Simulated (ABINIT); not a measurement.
# GaAs (F-43m) in ABINIT: notebook

One crystal, GaAs, is run at these levels: RPBE, BLYP, PBE; tasks: band structure, equation of state.

All numbers are computed with ABINIT 10.8.3 (patched build); they aren't measurements. Logs are shortened: lines on timing, memory, paths and dates and some standing lists are left out, and cuts for length are marked. The log counts tension as positive stress, the text compression.

**Experimental background.**

From “Evidence of valence band perturbations in GaAsN/GaAs(001): A combined variable-angle spectroscopic ellipsometry and modulated photoreflectance investigation”, 2008, arxiv:0805.2212, for a bulk crystal of GaAs at 300 K: band gap 1.418 ± 0.005 eV (direct); band gap 1.412 ± 0.01 eV (direct).

How close the calculation comes is told below.

### 1 The structure

The structure is cubic, space group F-43m (No. 216). Conventional cell: a = 5.654 Å, b = 5.654 Å, c = 5.654 Å, α = 90.00°, β = 90.00°, γ = 90.00°. Around As (site symmetry -43m) lie 4 Ga at 2.45 Å. Around Ga (site symmetry -43m) lie 4 As at 2.45 Å.

### 2 Band structure, RPBE

File run.abi:

```
# Datasets: ground state, then fixed potential
ndtset 2

# Pseudopotentials
pp_dirpath "./"
pseudos "As.GGA_PBE-JTH.xml, Ga.GGA_PBE-JTH.xml"

# Structure
acell 7.55468967 7.55468967 7.55468967
rprim
     0.0000000000     0.7071067812     0.7071067812
     0.7071067812     0.0000000000     0.7071067812
     0.7071067812     0.7071067812     0.0000000000
ntypat 2
znucl 33 31
natom 2
typat 1 2
xred
     0.7500000000     0.7500000000     0.7500000000
     0.0000000000     0.0000000000     0.0000000000

# Plane-wave basis
ecut 17.0
pawecutdg 34.0

# Exchange and correlation
ixc 15

# Bands and occupations
occopt 3
tsmear 0.05 eV

# SCF cycle
nstep 100

# Output
iomode 3
prtwf 0
prteig 0
prtebands 0
prtden1 1
prtvha1 1
prtvclmb1 1
prtpot1 1

# Dataset 1
kptopt1 1
ngkpt1 8 8 8
nshiftk1 1
shiftk1 0.0 0.0 0.0
nband1 18
tolvrs1 1.0e-9

# Dataset 2: bands along G-X-W-K-G-L-U-W-L-K
iscf2 -2
getden2 1
nband2 22
nbdbuf2 2
tolwfr2 1.0e-12
kptopt2 -9
ndivsm2 8
prteig2 1
kptbounds2
     0.0000000000     0.0000000000     0.0000000000
     0.5000000000     0.0000000000     0.5000000000
     0.5000000000     0.2500000000     0.7500000000
     0.3750000000     0.3750000000     0.7500000000
     0.0000000000     0.0000000000     0.0000000000
     0.5000000000     0.5000000000     0.5000000000
     0.6250000000     0.2500000000     0.6250000000
     0.5000000000     0.2500000000     0.7500000000
     0.5000000000     0.5000000000     0.5000000000
     0.3750000000     0.3750000000     0.7500000000
```

Potentials or basis: JTH PAW PBE v2.0.

Launch:

```bash
abinit run.abi > log 2>&1
```

run.abo:

```text
.Version 10.8.3 of ABINIT
 DATASET    1 : space group F-4 3 m (#216); Bravais cF (face-center cubic)
================================================================================
 Values of the parameters that define the memory need for DATASET  1.
     intxc =       0    ionmov =       0      iscf =      17    lmnmax =      18
     lnmax =       6     mgfft =      30  mpssoang =       3    mqgrid =    3001
     natom =       2  nloc_mem =       2    nspden =       1   nspinor =       1
    nsppol =       1      nsym =      24    n1xccc =       1    ntypat =       2
    occopt =       3   xclevel =       2
       mpw =        1036          nfft =       27000          nkpt =          29
 PAW method is used; the additional fine FFT grid is defined by:
   mgfftf=        40    nfftf =     64000
================================================================================
================================================================================

 DATASET    2 : space group F-4 3 m (#216); Bravais cF (face-center cubic)
================================================================================
 Values of the parameters that define the memory need for DATASET  2.
     intxc =       0    ionmov =       0      iscf =      -2    lmnmax =      18
     lnmax =       6     mgfft =      30  mpssoang =       3    mqgrid =    3001
     natom =       2  nloc_mem =       2    nspden =       1   nspinor =       1
    nsppol =       1      nsym =      24    n1xccc =       1    ntypat =       2
    occopt =       3   xclevel =       2
       mpw =        1036          nfft =       27000          nkpt =         139
 PAW method is used; the additional fine FFT grid is defined by:
   mgfftf=        40    nfftf =     64000
================================================================================
================================================================================

--------------------------------------------------------------------------------
------------- Echo of variables that govern the present computation ------------
--------------------------------------------------------------------------------
 -outvars: echo values of preprocessed input variables --------
            acell      7.5546896700E+00  7.5546896700E+00  7.5546896700E+00 Bohr
              amu      7.49215900E+01  6.97230000E+01
             ecut      1.70000000E+01 Hartree
           getden1          0
           getden2          1
             iscf1         17
             iscf2         -2
                       outvar_i_n : Printing only first  50 k-points.
              ixc          15
           jdtset        1    2
                       outvar_i_n : Printing only first  50 k-points.
           kptopt1          1
           kptopt2         -9
         kptrlatt        8    0    0      0    8    0      0    0    8
          kptrlen1     6.04375174E+01
          kptrlen2     3.00000000E+01
            natom           2
            nband1         18
            nband2         22
           nbdbuf1          0
           nbdbuf2          2
           ndtset           2
           ndivsm1          0
           ndivsm2          8
            ngfft          30      30      30
          ngfftdg          40      40      40
             nkpt1         29
             nkpt2        139
            nstep         100
             nsym          24
           ntypat           2
           occopt           3
        pawecutdg      3.40000000E+01 Hartree
         pawxcdev           0
        prtebands           0
           prteig1          0
           prteig2          1
           prtpot1          1
           prtpot2          0
         prtvclmb1          1
         prtvclmb2          0
           prtvha1          1
           prtvha2          0
            prtwf           0
            rprim      0.0000000000E+00  7.0710678120E-01  7.0710678120E-01
                       7.0710678120E-01  0.0000000000E+00  7.0710678120E-01
                       7.0710678120E-01  7.0710678120E-01  0.0000000000E+00
           shiftk1     0.00000000E+00  0.00000000E+00  0.00000000E+00
           shiftk2     5.00000000E-01  5.00000000E-01  5.00000000E-01
          spgroup         216
           tolvrs1     1.00000000E-09
           tolvrs2     0.00000000E+00
           tolwfr1     0.00000000E+00
           tolwfr2     1.00000000E-12
           tsmear      1.83746611E-03 Hartree
            typat      1  2
           useylm           1
                       outvars : Printing only first  50 k-points.
           xangst      4.2402749972E+00  4.2402749972E+00  4.2402749972E+00
                       0.0000000000E+00  0.0000000000E+00  0.0000000000E+00
            xcart      8.0129584433E+00  8.0129584433E+00  8.0129584433E+00
[... 234 lines left out ...]
 R(2)=  5.3419723  0.0000000  5.3419723  G(2)=  0.0935984 -0.0935984  0.0935984
[... 35 lines left out ...]
  5.47E-13  3.26E-13  5.63E-13  5.17E-13  7.00E-13  3.65E-13  2.44E-13  5.77E-13
  2.87E-13  6.02E-13  6.48E-13  7.64E-13  4.94E-13  6.20E-13  5.09E-13  2.94E-13
  7.82E-13  8.97E-13  6.90E-13  2.41E-13  2.28E-10  1.61E-06
 -1.1256E+00 -1.1256E+00 -1.1256E+00 -1.1253E+00 -1.1253E+00 -3.8111E-01
 -3.7614E-01 -3.7587E-01 -3.7512E-01 -3.7440E-01 -2.1018E-01 -7.6113E-02
  2.5274E-02  8.3217E-02  2.4116E-01  3.3858E-01  4.6103E-01  4.6333E-01
  4.8799E-01  5.5559E-01  6.9525E-01  7.4386E-01

--- !ResultsGS
iteration_state: {dtset: 2, }
comment   : Summary of ground state results
lattice_vectors:
- [  0.0000000,   5.3419723,   5.3419723, ]
- [  5.3419723,   0.0000000,   5.3419723, ]
- [  5.3419723,   5.3419723,   0.0000000, ]
lattice_lengths: [   7.55469,    7.55469,    7.55469, ]
lattice_angles: [ 60.000,  60.000,  60.000, ] # degrees, (23, 13, 12)
lattice_volume:   3.0488418E+02
convergence: {deltae:  0.000E+00, res2:  0.000E+00, residm:  1.000E-12, diffor:  0.000E+00, }
etotal    :  -1.92844858E+02
entropy   :   0.00000000E+00
fermie    :   1.78462442E-01
cartesian_stress_tensor: null
pressure_GPa: null
xred      :
- [  7.5000E-01,   7.5000E-01,   7.5000E-01, As]
- [  0.0000E+00,   0.0000E+00,   0.0000E+00, Ga]
cartesian_forces: null
force_length_stats: {min: null, max: null, mean: null, }
...

 Integrated electronic density in atomic spheres:
 ------------------------------------------------
 Atom  Sphere_radius  Integrated_density
    1        2.10392         12.73023462
    2        2.10359         11.06799609

================================================================================

 ----iterations are completed or convergence reached----

 Mean square residual over all n,k,spin=   55.570E-14; max=  99.998E-14
 reduced coordinates (array xred) for    2 atoms
       0.750000000000      0.750000000000      0.750000000000
       0.000000000000      0.000000000000      0.000000000000

 cartesian coordinates (angstrom) at end:
    1      4.24027499721878     4.24027499721878     4.24027499721878
    2      0.00000000000000     0.00000000000000     0.00000000000000
 length scales=  7.554689670000  7.554689670000  7.554689670000 bohr
              =  3.997769606096  3.997769606096  3.997769606096 angstroms
 Eigenvalues (hartree) for nkpt= 139  k points:
 kpt#   1, nband= 22, wtk=  1.00000, kpt=  0.0000  0.0000  0.0000 (reduced coord)
  -1.12563   -1.12563   -1.12563   -1.12534   -1.12534   -0.37743   -0.37743   -0.37743
  -0.37462   -0.37462   -0.30054    0.16582    0.16582    0.16582    0.18897    0.30417
   0.30417    0.30417    0.45259    0.53853    0.53853    0.59413
 kpt#   2, nband= 22, wtk=  1.00000, kpt=  0.0217  0.0000  0.0217 (reduced coord)
  -1.12563   -1.12563   -1.12563   -1.12534   -1.12534   -0.37745   -0.37742   -0.37742
  -0.37462   -0.37462   -0.30027    0.15887    0.16489    0.16489    0.19587    0.30320
   0.30544    0.30544    0.45421    0.53317    0.53881    0.59472
 kpt#   3, nband= 22, wtk=  1.00000, kpt=  0.0435  0.0000  0.0435 (reduced coord)
  -1.12563   -1.12563   -1.12563   -1.12534   -1.12534   -0.37753   -0.37740   -0.37740
  -0.37463   -0.37461   -0.29945    0.14626    0.16221    0.16221    0.20829    0.30044
   0.30915    0.30915    0.45891    0.52072    0.53966    0.59650
 kpt#   4, nband= 22, wtk=  1.00000, kpt=  0.0652  0.0000  0.0652 (reduced coord)
  -1.12563   -1.12563   -1.12563   -1.12534   -1.12534   -0.37766   -0.37736   -0.37736
  -0.37465   -0.37461   -0.29808    0.13259    0.15805    0.15805    0.22153    0.29626
   0.31502    0.31502    0.46625    0.50578    0.54108    0.59946
 kpt#   5, nband= 22, wtk=  1.00000, kpt=  0.0870  0.0000  0.0870 (reduced coord)
[... 525 lines left out ...]
  -0.37497   -0.37447   -0.21550   -0.07193    0.02705    0.09142    0.24891    0.36861
   0.42477    0.43202    0.49288    0.54764    0.66805    0.70782
 kpt# 137, nband= 22, wtk=  1.00000, kpt=  0.3929  0.3929  0.7143 (reduced coord)
  -1.12563   -1.12559   -1.12558   -1.12534   -1.12532   -0.38099   -0.37624   -0.37597
  -0.37502   -0.37445   -0.21316   -0.07329    0.02454    0.08830    0.24599    0.36080
   0.43671    0.44411    0.48786    0.54749    0.68644    0.71627
 kpt# 138, nband= 22, wtk=  1.00000, kpt=  0.3839  0.3839  0.7321 (reduced coord)
  -1.12564   -1.12558   -1.12557   -1.12535   -1.12532   -0.38106   -0.37618   -0.37591
  -0.37507   -0.37443   -0.21132   -0.07482    0.02402    0.08555    0.24337    0.35008
   0.45096    0.45480    0.48482    0.54992    0.69556    0.73048
 kpt# 139, nband= 22, wtk=  1.00000, kpt=  0.3750  0.3750  0.7500 (reduced coord)
  -1.12564   -1.12558   -1.12557   -1.12535   -1.12532   -0.38111   -0.37614   -0.37587
  -0.37512   -0.37440   -0.21018   -0.07611    0.02527    0.08322    0.24116    0.33858
   0.46103    0.46333    0.48799    0.55559    0.69525    0.74386

== END DATASET(S) ==============================================================
================================================================================

 -outvars: echo values of variables after computation  --------
            acell      7.5546896700E+00  7.5546896700E+00  7.5546896700E+00 Bohr
           etotal1    -1.9284485755E+02
            fcart1     0.0000000000E+00  0.0000000000E+00  0.0000000000E+00
                       0.0000000000E+00  0.0000000000E+00  0.0000000000E+00
            rprim      0.0000000000E+00  7.0710678120E-01  7.0710678120E-01
                       7.0710678120E-01  0.0000000000E+00  7.0710678120E-01
                       7.0710678120E-01  7.0710678120E-01  0.0000000000E+00
           strten1    -1.7673980268E-04 -1.7673980268E-04 -1.7673980268E-04
                       0.0000000000E+00  0.0000000000E+00  0.0000000000E+00
           xangst      4.2402749972E+00  4.2402749972E+00  4.2402749972E+00
                       0.0000000000E+00  0.0000000000E+00  0.0000000000E+00
             xred      7.5000000000E-01  7.5000000000E-01  7.5000000000E-01
                       0.0000000000E+00  0.0000000000E+00  0.0000000000E+00
 Calculation completed.
```

Run time: 69 s. Hardware: 1 thread of Arm Neoverse V2, shared host; peak memory 0.14 GiB.

Results:

- Free energy: -5247.5759 eV
- Pressure: 5.2 GPa
- Band gap on the k mesh: 0.63 eV, direct
- Band gap along the path: 0.63 eV, direct
- Valence electrons inside the program's atomic spheres: As 12.73; Ga 11.07

Levels at the corners of the path, in eV from the valence-band top:
| point | band 10 | band 11 | band 12 | band 13 | band 14 | band 15 | band 16 | band 17 | band 18 | band 19 |
| --- | --- | --- | --- | --- | --- | --- | --- | --- | --- | --- |
| Γ | -14.71 | -12.69 | 0.00 | 0.00 | 0.00 | 0.63 | 3.76 | 3.76 | 3.76 | 7.80 |
| X | -14.69 | -10.19 | -6.77 | -2.67 | -2.67 | 1.57 | 1.74 | 10.23 | 10.23 | 11.11 |
| W | -14.70 | -10.14 | -6.58 | -3.51 | -3.31 | 4.66 | 4.80 | 5.47 | 6.13 | 11.16 |
| K | -14.70 | -10.23 | -6.58 | -3.82 | -2.25 | 2.05 | 4.70 | 8.03 | 8.10 | 8.77 |
| Γ | -14.71 | -12.69 | 0.00 | 0.00 | 0.00 | 0.63 | 3.76 | 3.76 | 3.76 | 7.80 |
| L | -14.70 | -10.93 | -6.59 | -1.14 | -1.14 | 1.09 | 4.67 | 4.67 | 7.92 | 10.55 |
| U | -14.70 | -10.23 | -6.58 | -3.82 | -2.25 | 2.05 | 4.70 | 8.03 | 8.10 | 8.77 |
| W | -14.70 | -10.14 | -6.58 | -3.51 | -3.31 | 4.66 | 4.80 | 5.47 | 6.13 | 11.16 |
| L | -14.70 | -10.93 | -6.59 | -1.14 | -1.14 | 1.09 | 4.67 | 4.67 | 7.92 | 10.55 |
| K | -14.70 | -10.23 | -6.58 | -3.82 | -2.25 | 2.05 | 4.70 | 8.03 | 8.10 | 8.77 |

Caveat: the PAW data sets were made with another functional, which shifts forces and pressure a little.

### 3 Band structure, BLYP

run.abi: that of step 2 with these lines changed.

```diff
@@ -5,10 +5,10 @@
 pp_dirpath "./"
-pseudos "As.GGA_PBE-JTH.xml, Ga.GGA_PBE-JTH.xml"
+pseudos "As.GGA_PBE-JTH_sp.xml, Ga.GGA_PBE-JTH.xml"
 
 # Structure
-acell 7.55468967 7.55468967 7.55468967
+acell 3*1.0
 rprim
-     0.0000000000     0.7071067812     0.7071067812
-     0.7071067812     0.0000000000     0.7071067812
-     0.7071067812     0.7071067812     0.0000000000
+     0.0000000000     5.3419722954     5.3419722954
+     5.3419722954     0.0000000000     5.3419722954
+     5.3419722954     5.3419722954     0.0000000000
 ntypat 2
@@ -26,3 +26,3 @@
 # Exchange and correlation
-ixc 15
+ixc -106131
 
@@ -30,3 +30,3 @@
 occopt 3
-tsmear 0.05 eV
+tsmear 0.00183747
 
@@ -40,6 +40,4 @@
 prtebands 0
+enunit 1
 prtden1 1
-prtvha1 1
-prtvclmb1 1
-prtpot1 1
 
@@ -50,3 +48,3 @@
 shiftk1 0.0 0.0 0.0
-nband1 18
+nband1 13
 tolvrs1 1.0e-9
@@ -56,3 +54,3 @@
 getden2 1
-nband2 22
+nband2 17
 nbdbuf2 2
@@ -60,4 +58,5 @@
 kptopt2 -9
-ndivsm2 8
+ndivsm2 6
 prteig2 1
+prtvol2 -3
 kptbounds2
```

Potentials or basis: JTH PAW PBE v2.0 sp.

Launch:

```bash
abinit run.abi > log 2>&1
```

It took 34 s on 1 thread of Arm Neoverse V2, shared host; peak memory 0.12 GiB.

Results (log left out):

```
Free energy                                           : -2325.8588 eV
Pressure                                              : 6.9 GPa
Band gap on the k mesh                                : 0.37 eV, direct
Band gap along the path                               : 0.37 eV, direct
Valence electrons inside the program's atomic spheres : As 2.80; Ga 11.10
```

Levels at the corners of the path, in eV from the valence-band top:
```csv
point,band 5,band 6,band 7,band 8,band 9,band 10,band 11,band 12,band 13,band 14
Γ,-14.83,-12.75,0.00,0.00,0.00,0.37,3.80,3.80,3.80,7.87
X,-14.82,-10.29,-6.84,-2.64,-2.64,1.63,1.74,10.16,10.16,11.05
W,-14.83,-10.24,-6.67,-3.46,-3.27,4.57,4.89,5.48,6.25,11.12
K,-14.83,-10.33,-6.66,-3.77,-2.22,2.07,4.71,8.02,8.12,8.82
Γ,-14.83,-12.75,0.00,0.00,0.00,0.37,3.80,3.80,3.80,7.87
L,-14.83,-11.02,-6.61,-1.13,-1.13,0.98,4.74,4.74,8.04,10.53
U,-14.83,-10.33,-6.66,-3.77,-2.22,2.07,4.71,8.02,8.12,8.82
W,-14.83,-10.24,-6.67,-3.46,-3.27,4.57,4.89,5.48,6.25,11.12
L,-14.83,-11.02,-6.61,-1.13,-1.13,0.98,4.74,4.74,8.04,10.53
K,-14.83,-10.33,-6.66,-3.77,-2.22,2.07,4.71,8.02,8.12,8.82
```

Caveat: the PAW data sets were made with another functional, which shifts forces and pressure a little; this set keeps more shells in the core, which shifts pressures and gaps.

### 4 Equation of state, PBE

File run.abi:

```
ndtset 7
getwfk -1
scalecart1 3*0.9795861087
scalecart2 3*0.9864848297
scalecart3 3*0.9932883884
scalecart4 3*1.0000000000
scalecart5 3*1.0066227096
scalecart6 3*1.0131594038
scalecart7 3*1.0196128224

pp_dirpath "./"
pseudos "As.GGA_PBE-JTH_sp.xml, Ga.GGA_PBE-JTH.xml"

acell 3*1.0
rprim
     0.0000000000     5.3419722954     5.3419722954
     5.3419722954     0.0000000000     5.3419722954
     5.3419722954     5.3419722954     0.0000000000
ntypat 2
znucl 33 31
natom 2
typat 1 2
xred
     0.7500000000     0.7500000000     0.7500000000
     0.0000000000     0.0000000000     0.0000000000

ecut 17.0
pawecutdg 34.0

kptopt 1
ngkpt 8 8 8
nshiftk 1
shiftk 0.0 0.0 0.0

ixc 11

nband 13
occopt 3
tsmear 0.00183747

nstep 100
tolvrs 1.0e-9

iomode 3
prtwf 1
prtden 0
prteig 0
prtebands 0
```

Launch:

```bash
abinit run.abi > log 2>&1
```

Wall time 63 s (1 thread of Arm Neoverse V2, shared host); peak memory 0.14 GiB.

Results (log left out):

- Equilibrium volume: 23.76 Å³/atom
- Bulk modulus: 60 GPa
- Pressure derivative of the bulk modulus: 4.9 (rough: it moves with the points fitted)

Energy against volume, from the lowest point:
| volume (Å³/atom) | energy (meV/atom) |
| --- | --- |
| 21.234 | 62.49 |
| 21.686 | 40.35 |
| 22.138 | 23.52 |
| 22.590 | 11.59 |
| 23.041 | 4.04 |
| 23.493 | 0.31 |
| 23.945 | 0.00 |

Caveat: pressures at fixed basis lie under the slope of the energies; this set keeps more shells in the core, which shifts pressures and gaps.

### 5 Summary

```tsv
task	level	potentials or basis	gap on the mesh (eV)	pressure (GPa)
band structure	RPBE	JTH PAW PBE v2.0	0.63	5.2
band structure	BLYP	JTH PAW PBE v2.0 sp	0.37	6.9
equation of state	PBE	JTH PAW PBE v2.0 sp	-	-
```

Alike in all rows: no spin polarisation; cell as given; k mesh 8 × 8 × 8; cutoff (eV) 463; smearing fermi-dirac 0.05 eV.

Caveats: the PAW data sets were made with another functional, which shifts forces and pressure a little (some runs); this set keeps more shells in the core, which shifts pressures and gaps (some runs); pressures at fixed basis lie under the slope of the energies (some runs).

Total energies depend on the potentials used, so only differences within one code and one set of settings carry meaning.

### 6 Comparison with measurements

Step 2. Against the measured gap of GaAs, 1.418 eV (direct; 300 K; “Evidence of valence band perturbations in GaAsN/GaAs(001): A combined variable-angle spectroscopic ellipsometry and modulated photoreflectance investigation”, 2008, arxiv:0805.2212), the calculated 0.63 eV is off by -0.79 eV. 3 values of this kind are on record (1.412 to 1.51 eV); this one was drawn at random among those near their median, those with a stated uncertainty first. Spin-orbit coupling on As, Ga is left out. The value is that of RPBE, without temperature or zero-point motion. Semilocal functionals fall short of measured gaps as a rule.

Step 3. Measured gap of GaAs: 1.412 eV (direct; 300 K; “Evidence of valence band perturbations in GaAsN/GaAs(001): A combined variable-angle spectroscopic ellipsometry and modulated photoreflectance investigation”, 2008, arxiv:0805.2212). This calculation gives 0.37 eV (-1.04 eV). So large a miss can be the level of theory's own, or it may mean another phase, state or a wrong row. 3 values of this kind are on record (1.412 to 1.51 eV); this one was drawn at random among those near their median, those with a stated uncertainty first. Spin-orbit coupling on As, Ga is left out. The value is that of BLYP, without temperature or zero-point motion. Semilocal functionals fall short of measured gaps as a rule.
